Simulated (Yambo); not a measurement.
Here is a Yambo 5.3.0 calculation.

Contents of optics2.in:

```
optics
chi
tddft
Chimod= "ALDA"
% BndsRnXd
 1 | 29 |
%
NGsBlkXd= 4 Ry
% LongDrXd
 1 | 1 | 0 |
%
% QpntsRXd
 1 | 1 |
%
% EnRngeXd
 0 | 20 | eV
%
% DmRngeXd
 0.2 | 0.2 | eV
%
ETStpsXd= 200
FxcGRLc= 4 Ry
VXCRLvcs= 4 Ry
```

scf.in

```
&CONTROL
  calculation = 'scf'
  prefix = 'pwscf'
  outdir = './tmp'
  pseudo_dir = './pseudo'
/
&SYSTEM
  ibrav = 0
  A = 2.52206604
  nat = 2
  ntyp = 1
  ecutwfc = 82
  nbnd = 9
  occupations = 'smearing'
  smearing = 'fd'
  degauss = 0.00367493
  force_symmorphic = .true.
/
&ELECTRONS
  conv_thr = 4d-10
  electron_maxstep = 120
  mixing_beta = 0.5
/
ATOMIC_SPECIES
C     12.0110 C.upf
CELL_PARAMETERS alat
   0.0000000000    0.7071067814    0.7071067814
   0.7071067814    0.0000000000    0.7071067814
   0.7071067814    0.7071067814    0.0000000000
ATOMIC_POSITIONS alat
C      1.0606601721    1.0606601721    1.0606601721
C      0.7071067814    0.7071067814    0.7071067814
K_POINTS automatic
14 14 14 0 0 0
```

nscf.in

```
&CONTROL
  calculation = 'nscf'
  prefix = 'pwscf'
  outdir = './tmp'
  pseudo_dir = './pseudo'
/
&SYSTEM
  ibrav = 0
  A = 2.52206604
  nat = 2
  ntyp = 1
  ecutwfc = 82
  nbnd = 29
  occupations = 'fixed'
  force_symmorphic = .true.
/
&ELECTRONS
  conv_thr = 1d-08
  diago_full_acc = .true.
  diago_thr_init = 1d-06
/
ATOMIC_SPECIES
C     12.0110 C.upf
CELL_PARAMETERS alat
   0.0000000000    0.7071067814    0.7071067814
   0.7071067814    0.0000000000    0.7071067814
   0.7071067814    0.7071067814    0.0000000000
ATOMIC_POSITIONS alat
C      1.0606601721    1.0606601721    1.0606601721
C      0.7071067814    0.7071067814    0.7071067814
K_POINTS automatic
14 14 14 0 0 0
```

Potentials or basis: PseudoDojo 0.4.1 SR LDA standard.

Run with:

```sh
$ OMP_NUM_THREADS=1 pw.x -in scf.in > scf.out
$ OMP_NUM_THREADS=1 pw.x -in nscf.in > nscf.out
$ cd tmp/pwscf.save; p2y; mv SAVE ../..; cd ../..
$ OMP_NUM_THREADS=1 yambo
$ OMP_NUM_THREADS=1 yambo -F optics2.in -J optics2 -C optics2_out
```

**Question.** Estimate the electronic dielectric constant along the field.

**Answer.** 5.92.

**Question.** Predict the electronic dielectric constant along the field, independent particles.

**Answer.** 5.93.

**Question.** What does it give for the band gap on the k mesh, mean-field level?

**Answer.** 4.14 eV, indirect (least direct gap 5.56 eV).

Dielectric function (along the field direction of the input):
```csv
energy (eV),real part,imaginary part
0.30,5.93,0.09
0.80,5.95,0.09
1.31,6.00,0.10
1.81,6.08,0.10
2.31,6.18,0.11
2.81,6.32,0.12
3.32,6.50,0.13
3.82,6.74,0.16
4.32,7.06,0.20
4.82,7.52,0.27
5.33,8.24,0.53
5.83,9.12,1.19
6.33,8.03,2.44
6.83,9.38,2.89
7.34,7.84,3.44
7.84,9.92,4.01
8.34,8.90,4.38
8.84,9.55,4.62
9.35,9.81,6.77
9.85,9.98,7.12
10.35,12.02,10.40
10.85,10.61,17.87
11.36,0.10,14.14
11.86,0.46,16.86
12.36,-7.63,11.35
12.86,-5.77,5.81
13.37,-2.63,4.74
13.87,-1.47,5.58
14.37,-1.86,6.45
14.87,-3.53,5.88
15.38,-3.83,3.98
15.88,-3.36,2.90
16.38,-2.60,2.62
16.88,-2.16,2.27
17.39,-1.74,2.34
17.89,-1.76,2.30
18.39,-2.17,1.94
18.89,-1.90,1.47
19.40,-1.64,0.89
20.00,-0.80,0.89
```

Caveat: spectra need much finer meshes, so this one isn't converged; these spectra lack excitons. A k mesh can miss the band edges.
